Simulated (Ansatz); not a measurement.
Sb:

```
Sb
1.0
     3.12240    0.00000    0.00000
     0.00000    4.34752    0.00000
    -0.03891    0.00000    4.40585
Sb
2
Direct
  0.01139 0.25000 0.24117
  0.98861 0.75000 0.75883
```

This isn't the form of Sb at room conditions, which is rhombohedral.

| Property | Result |
| --- | --- |
| Program | Ansatz 0.2.0 |
| Task | relaxation of cell and atoms |
| Functional | PBE |
| Dispersion | D4 |
| Potentials or basis | Ansatz PAW |
| Cutoff | 420 eV (not typed: the program's choice for these potentials) |
| k mesh | 9 × 6 × 6 |
| Occupations | fermi-dirac, width 0.05 eV |
| Spin | no spin polarisation |

At the start: volume 29.90 Å³/atom.

Task: Where does the relaxation end?

Result: It ends after 9 steps and the volume is 28.61 Å³/atom (-4.3 %); space group Pm-3m (No. 221, to 0.05 Å).

The path:
```
step  energy change (eV)  largest force (eV/Å)  volume (Å³)
   1              0.0000                0.0580        59.81
   2             -0.0150                0.1059        56.03
   3             -0.0220                0.0635        57.36
   4             -0.0235                0.0018        57.25
   5             -0.0237                0.0009        57.24
   6             -0.0238                0.0016        57.22
   7             -0.0238                0.0034        57.21
   8             -0.0238                0.0022        57.21
   9             -0.0232                0.0022        57.21
```

Final structure:
```
Sb
1.0
     3.07141    0.00000    0.01301
     0.00000    4.30224    0.00000
    -0.01993    0.00000    4.32978
Sb
2
Direct
  0.00085 0.25000 0.24994
  0.99915 0.75000 0.75006
```

Caveat: the plane-wave basis is chosen anew once the cell has moved, so the energies of steps on either side of that aren't comparable; pairwise dispersion overbinds metals, which lowers pressure and volume.
